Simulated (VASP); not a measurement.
# WS2 (Fm-3m) in VASP: settings compared

One crystal, WS2, is run at these levels: HSE06, PBE, LDA; tasks: single point.

All numbers are computed with VASP 6.6.1; they aren't measurements. Logs are shortened: lines on timing, memory, paths and dates and some standing lists are left out, and cuts for length are marked.

## (1) The structure

Symmetry: Fm-3m, No. 225, cubic system. Conventional cell: a = 5.862 Å, b = 5.862 Å, c = 5.862 Å, α = 90.00°, β = 90.00°, γ = 90.00°. W (site symmetry m-3m) is surrounded by 8 S at 2.54 Å. Around S (site symmetry -43m) lie 4 W at 2.54 Å.

The cell was built by a generator and needn't be a form met in nature.

## (2) Single point, HSE06

File POSCAR:

```
WS2
1.0
    0.0000000000      2.9311595479      2.9311595479
    2.9311595479      0.0000000000      2.9311595479
    2.9311595479      2.9311595479      0.0000000000
W S
1 2
Direct
    0.0000000000      0.0000000000      0.0000000000
    0.2500000000      0.2500000000      0.2500000000
    0.7500000000      0.7500000000      0.7500000000
```

File INCAR.step1:

```
SYSTEM = WS2
ALGO = Normal
EDIFF = 1E-5
ENCUT = 520
GGA = PE
ISIF = 2
ISMEAR = -1
LASPH = .TRUE.
LCHARG = .FALSE.
LREAL = .FALSE.
LWAVE = .TRUE.
NBANDS = 20
NELM = 60
PREC = Accurate
SIGMA = 0.02
```

File INCAR.step2:

```
SYSTEM = WS2
ALGO = Normal
EDIFF = 1E-6
ENCUT = 520
GGA = PE
HFSCREEN = 0.2079
ISIF = 2
ISMEAR = -1
ISTART = 1
LASPH = .TRUE.
LCHARG = .FALSE.
LHFCALC = .TRUE.
LREAL = .FALSE.
LWAVE = .FALSE.
NBANDS = 20
NELM = 60
PREC = Accurate
PRECFOCK = Normal
SIGMA = 0.02
```

File KPOINTS:

```
k-points
0
G
  4 4 4
  0 0 0
```

Potentials or basis: VASP PAW PBE potentials, release 64 (W_sv, S).

Run with:

```
> cat potpaw_PBE.64/W_sv/POTCAR potpaw_PBE.64/S/POTCAR > POTCAR
> cp INCAR.step1 INCAR
> mpirun -np 1 vasp_std > vasp.out
> cp INCAR.step2 INCAR
> mpirun -np 1 vasp_std > vasp.out
```

OUTCAR:

```text
SYSTEM = WS2
   EDIFF = 1E-6
   ENCUT = 520
   GGA = PE
   HFSCREEN = 0.2079
   ISIF = 2
   ISMEAR = -1
   ISTART = 1
   LASPH = .TRUE.
   LHFCALC = .TRUE.
   LREAL = .FALSE.
   NELM = 60
   PREC = Accurate
   PRECFOCK = Normal

 ion  position               nearest neighbor table
   1  0.000  0.000  0.000-   3 2.54   3 2.54   3 2.54   2 2.54   3 2.54   2 2.54   2 2.54   2 2.54

   2  0.250  0.250  0.250-   1 2.54   1 2.54   1 2.54   1 2.54
   3  0.750  0.750  0.750-   1 2.54   1 2.54   1 2.54   1 2.54

  LATTYP: Found a face centered cubic cell.
 ALAT       =     5.8623190958

  Lattice vectors:

 A1 = (   0.0000000000,   2.9311595479,   2.9311595479)
 A2 = (   2.9311595479,   0.0000000000,   2.9311595479)
 A3 = (   2.9311595479,   2.9311595479,   0.0000000000)

Analysis of symmetry for initial positions (statically):
=====================================================================
 Subroutine PRICEL returns:
 Original cell was already a primitive cell.

 Routine SETGRP: Setting up the symmetry group for a
 face centered cubic supercell.

 Subroutine GETGRP returns: Found 48 space group operations
 (whereof 48 operations were pure point group operations)
 out of a pool of 48 trial point group operations.

The static configuration has the point symmetry O_h .

Analysis of symmetry for dynamics (positions and initial velocities):
=====================================================================
 Subroutine PRICEL returns:
 Original cell was already a primitive cell.

 Routine SETGRP: Setting up the symmetry group for a
 face centered cubic supercell.

 Subroutine GETGRP returns: Found 48 space group operations
 (whereof 48 operations were pure point group operations)
 out of a pool of 48 trial point group operations.

The dynamic configuration has the point symmetry O_h .

 Subroutine INISYM returns: Found 48 space group operations
 (whereof 48 operations are pure point group operations),
 and found     1 'primitive' translations

----------------------------------------------------------------------------------------

                                     Primitive cell

  volume of cell :      50.3673

  direct lattice vectors                    reciprocal lattice vectors
     0.000000000  2.931159548  2.931159548    -0.170580957  0.170580957  0.170580957
     2.931159548  0.000000000  2.931159548     0.170580957 -0.170580957  0.170580957
     2.931159548  2.931159548  0.000000000     0.170580957  0.170580957 -0.170580957

  length of vectors
     4.145285586  4.145285586  4.145285586     0.295454884  0.295454884  0.295454884

  position of ions in fractional coordinates (direct lattice)
     0.000000000  0.000000000  0.000000000
     0.250000000  0.250000000  0.250000000
     0.750000000  0.750000000  0.750000000

  ion indices of the primitive-cell ions
   primitive index   ion index
                 1           1
                 2           2
                 3           3

----------------------------------------------------------------------------------------

 KPOINTS: k-points

Automatic generation of k-mesh.
 Grid dimensions read from file:
 generate k-points for:    4    4    4

 Generating k-lattice:

  Cartesian coordinates                     Fractional coordinates (reciprocal lattice)
    -0.042645239  0.042645239  0.042645239     0.250000000  0.000000000  0.000000000
     0.042645239 -0.042645239  0.042645239     0.000000000  0.250000000  0.000000000
     0.042645239  0.042645239 -0.042645239     0.000000000  0.000000000  0.250000000

  Length of vectors
     0.073863721  0.073863721  0.073863721

  Shift w.r.t. Gamma in fractional coordinates (k-lattice)
     0.000000000  0.000000000  0.000000000

 Subroutine IBZKPT returns following result:
 ===========================================

 Found      8 irreducible k-points:

 Following reciprocal coordinates:
            Coordinates               Weight
  0.000000  0.000000  0.000000      1.000000
  0.250000  0.000000  0.000000      8.000000
  0.500000  0.000000  0.000000      4.000000
  0.250000  0.250000  0.000000      6.000000
  0.500000  0.250000  0.000000     24.000000
 -0.250000  0.250000  0.000000     12.000000
  0.500000  0.500000  0.000000      3.000000
 -0.250000  0.500000  0.250000      6.000000
   k-points           NKPTS =      8   k-points in BZ     NKDIM =     64   number of bands    NBANDS=     20
   number of dos      NEDOS =    301   number of ions     NIONS =      3
   total plane-waves  NPLWV =  32768
   dimension x,y,z NGX =    32 NGY =   32 NGZ =   32
   dimension x,y,z NGXF=    64 NGYF=   64 NGZF=   64
   ions per type =               1   2
   NGX,Y,Z   is equivalent  to a cutoff of  12.83, 12.83, 12.83 a.u.
   NGXF,Y,Z  is equivalent  to a cutoff of  25.67, 25.67, 25.67 a.u.
 SYSTEM =  WS2
   PREC   = accura    normal or accurate (medium, high low for compatibility)
   ISTART =      1    job   : 0-new  1-cont  2-samecut
   ICHARG =      0    charge: 1-file 2-atom 10-const
   ISPIN  =      1    spin polarized calculation?
   LNONCOLLINEAR =      F non collinear calculations
   LSORBIT =      F    spin-orbit coupling
   LASPH  =      T    aspherical Exc in radial PAW
   ENCUT  =  520.0 eV  38.22 Ry    6.18 a.u.   7.71  7.71  7.71*2*pi/ulx,y,z
   NELM   =     60;   NELMIN=  2; NELMDL=  0     # of ELM steps
   EDIFF  = 0.1E-05   stopping-criterion for ELM
   LREAL  =      F    real-space projection
   EDIFFG = 0.1E-04   stopping-criterion for IOM
   NSW    =      0    number of steps for IOM
   IBRION =     -1    ionic relax: 0-MD 1-quasi-New 2-CG
   NFREE  =      0    steps in history (QN), initial steepest desc. (CG)
   ISIF   =      2    stress and relaxation
   ISYM   =      3    0-nonsym 1-usesym 2-fastsym
   POTIM  = 0.5000    time-step for ionic-motion
   TEBEG  =    0.0;   TEEND  =   0.0 temperature during run
   PSTRESS=    0.0 pullay stress
   NELECT =      26.0000    total number of electrons
   NUPDOWN=      -1.0000    fix difference up-down
   EMIN   =  10.00;   EMAX   =-10.00  energy-range for DOS
   EFERMI =   0.00;   METHOD = LEGACY
   ISMEAR =    -1;   SIGMA  =   0.02  broadening in eV -4-tet -1-fermi 0-gaus
   EFERMI_NEDOS =   21; number of points for ismear=-14 and -15
   IALGO  =     38    algorithm
   IMIX   =      1    mixing-type and parameters
     AMIX     =   0.40;   BMIX     =  1.00
     AMIX_MAG =   1.60;   BMIX_MAG =  1.00
  volume/ion in A,a.u.               =      16.79       113.30
  Fermi-wavevector in a.u.,A,eV,Ry     =   1.313257  2.481696 23.465216  1.724645
  Thomas-Fermi vector in A             =   2.443593
   LORBIT       =      0    0 simple, 1 ext, 2 COOP (PROOUT), +10 PAW based schemes
   GGA     = PE    functional components
   LHFCALC =     T    Hartree Fock is set to
   PRECFOCK=normal    Normal, Fast or Accurate (Low or Medium for compatibility)
   ENCUT4O =  -1.0   cutoff for four orbital integrals eV
   NKREDX  =     1    reduce k-point grid by
   NKREDY  =     1    reduce k-point grid by
   NKREDZ  =     1    reduce k-point grid by
   AEXX    =    0.2500 exact exchange contribution
   HFSCREEN=    0.2079 screening length (either q_TF or 0.3 A-1)
   HFSCREENC=   0.2079 screening length for correlation (either q_TF or 0.3 A-1)
   ENCUTFOCK=  -1.0 apply spherical cutoff to Coloumb kernel
   IVDW    =     0    specifies the selected vdW correction
   LEPSILON=     F    determine dielectric tensor
   LRPA    =     F    only Hartree local field effects (RPA)
 non-spin polarized calculation
  energy-cutoff  :      520.00
  volume of cell :       50.37
 maximum number of plane-waves:      1380
 NGX is ok and might be reduce to    32
  NGX = 24; NGY = 24; NGZ = 24

 number of electron      25.9999998 magnetization

 Free energy of the ion-electron system (eV)
  ---------------------------------------------------
  ext. energy  EPLUGINS =         0.00000000
  ---------------------------------------------------
  free energy    TOTEN  =       -25.01624529 eV

  energy without entropy =      -25.00639247  energy(sigma->0) =      -25.01131888

 E-fermi :   8.0497     XC(G=0):  -9.3870

 val. band max:        7.9659571925   @ k =   0.5000   0.2500   0.0000
 cond. band min:       8.0700738011   @ k =   0.5000   0.2500   0.0000
 fundamental gap:      0.1041166086
 Fermi energy:         8.0496773640

 k-point     1 :       0.0000    0.0000    0.0000
  band No.  band energies     occupation
      1     -70.4123      2.00000
      2     -33.1361      2.00000
      3     -33.1360      2.00000
      4     -33.1360      2.00000
      5      -9.7165      2.00000
      6      -4.3760      2.00000
[... 12 lines left out ...]
     19      13.8485      0.00000
     20      13.8485      0.00000

 k-point     2 :       0.2500    0.0000    0.0000
  band No.  band energies     occupation
      1     -70.4121      2.00000
      2     -33.1528      2.00000
      3     -33.1378      2.00000
      4     -33.1378      2.00000
      5      -9.0105      2.00000
      6      -5.5964      2.00000
[... 12 lines left out ...]
     19      15.8536      0.00000
     20      15.8536      0.00000

 k-point     3 :       0.5000    0.0000    0.0000
  band No.  band energies     occupation
      1     -70.4119      2.00000
      2     -33.1689      2.00000
      3     -33.1391      2.00000
      4     -33.1390      2.00000
      5      -7.7358      2.00000
      6      -6.9721      2.00000
[... 12 lines left out ...]
     19      16.8238      0.00000
     20      18.1191      0.00000

 k-point     4 :       0.2500    0.2500    0.0000
  band No.  band energies     occupation
      1     -70.4120      2.00000
      2     -33.1522      2.00000
      3     -33.1410      2.00000
      4     -33.1410      2.00000
      5      -8.7753      2.00000
      6      -5.7485      2.00000
[... 12 lines left out ...]
     19      16.4837      0.00000
     20      17.5739      0.00000

 k-point     5 :       0.5000    0.2500    0.0000
  band No.  band energies     occupation
      1     -70.4118      2.00000
      2     -33.1625      2.00000
      3     -33.1478      2.00000
      4     -33.1424      2.00000
      5      -7.6114      2.00000
      6      -6.7274      2.00000
[... 12 lines left out ...]
     19      17.0542      0.00000
     20      17.9114      0.00000

 k-point     6 :      -0.2500    0.2500    0.0000
  band No.  band energies     occupation
      1     -70.4118      2.00000
      2     -33.1587      2.00000
      3     -33.1489      2.00000
      4     -33.1392      2.00000
      5      -8.0423      2.00000
      6      -6.4741      2.00000
[... 12 lines left out ...]
     19      17.0448      0.00000
     20      17.1664      0.00000

 k-point     7 :       0.5000    0.5000    0.0000
  band No.  band energies     occupation
      1     -70.4118      2.00000
      2     -33.1667      2.00000
      3     -33.1462      2.00000
      4     -33.1461      2.00000
      5      -7.3691      2.00000
      6      -6.6020      2.00000
[... 12 lines left out ...]
     19      15.7330      0.00000
     20      17.4152      0.00000

 k-point     8 :      -0.2500    0.5000    0.2500
  band No.  band energies     occupation
      1     -70.4117      2.00000
      2     -33.1565      2.00000
      3     -33.1564      2.00000
      4     -33.1457      2.00000
      5      -7.0235      2.00000
      6      -7.0234      2.00000
[... 12 lines left out ...]
     19      15.8068      0.00000
     20      17.7483      0.00000

------------------------ aborting loop because EDIFF is reached ----------------------------------------

  FORCE on cell =-STRESS in cart. coord.  units (eV):
  Direction    XX          YY          ZZ          XY          YZ          ZX
  --------------------------------------------------------------------------------------
  -------------------------------------------------------------------------------------
  Total       -1.3935944     -1.3935944     -1.3935944     -0.0000000     -0.0000000     -0.0000000
  in kB      -44.3300890    -44.3300890    -44.3300890     -0.0000000     -0.0000000     -0.0000000
  external PRESSURE =     -44.3300890 kB  Pullay stress =       0.0000000 kB

 VOLUME and BASIS-vectors are now :
 -----------------------------------------------------------------------------
  energy-cutoff  :      520.00
  volume of cell :       50.37
      direct lattice vectors                 reciprocal lattice vectors
     0.000000000  2.931159548  2.931159548    -0.170580957  0.170580957  0.170580957
     2.931159548  0.000000000  2.931159548     0.170580957 -0.170580957  0.170580957
     2.931159548  2.931159548  0.000000000     0.170580957  0.170580957 -0.170580957

 POSITION                                       TOTAL-FORCE (eV/Angst)
 -----------------------------------------------------------------------------------
      0.00000      0.00000      0.00000         0.000000     -0.000000     -0.000000
      1.46558      1.46558      1.46558        -0.000000     -0.000000      0.000000
      4.39674      4.39674      4.39674        -0.000000      0.000000     -0.000000
 -----------------------------------------------------------------------------------
    total drift:                                0.000000     -0.000000      0.000000

  FREE ENERGIE OF THE ION-ELECTRON SYSTEM (eV)
  ---------------------------------------------------
  free  energy   TOTEN  =       -25.0162452909 eV

  energy  without entropy=      -25.0063924683  energy(sigma->0) =      -25.01131888
```

Wall time 14 min (1 thread of Intel Xeon Platinum 8488C (Sapphire Rapids), shared host); peak memory 0.3 GiB.

What came out:

```
Free energy            : -25.0162 eV
Pressure               : -4.4 GPa
Band gap on the k mesh : none (metal or under the smearing width)
```

Caveat: the k mesh is coarse (spacing up to 0.46 Å⁻¹), so the values aren't converged, least of all with exact exchange; the PAW data sets were made with another functional, which shifts forces and pressure a little. Spin-orbit coupling is left out, which matters for the levels of W.

[end of part 1 of 2]
